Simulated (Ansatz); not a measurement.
# RuAl2: changing the strain (εxx = s, εyy = s)

```
Ru Al
1.0
    -1.56042    1.56042    4.22181
     1.56042   -1.56042    4.22181
     1.56042    1.56042   -4.22181
Ru Al
1 2
Direct
  0.00000 0.00000 0.00000
  0.34080 0.34080 0.00000
  0.65920 0.65920 0.00000
```

The cell comes from a database or a generator and needn't be the stable form of this composition.

Kept alike: task band structure; functional PBEsol; k mesh 10 × 10 × 10; occupations fermi-dirac, width 0.05 eV; no spin polarisation. Program: Ansatz, Ansatz PAW, cutoff 420 eV. The mesh is that of the run's cell of 3 atoms. No spin-orbit coupling.

```tsv
s	free energy over the lowest row (meV/atom)
-0.04	63.82
-0.02	14.79
-0.01	3.44
0	0.00
0.01	3.86
0.02	?
0.04	53.61
```

The cell shown is the unstrained one; x, y and z are its Cartesian axes; atoms keep their fractions. For a metal such a mesh leaves the last digits unconverged. All rows use potentials made for PBE.

**Question.** Fit the rows shown and predict the run at 0.02.

**Answer.** A least-squares cubic through the rows shown is free energy = -100193 s³ + 36707 s² + 32.71 s - 0.019 (largest miss 0.021); at s = 0.02 it gives 14.52 meV/atom. The run gave: free energy over the lowest row 14.44 meV/atom.
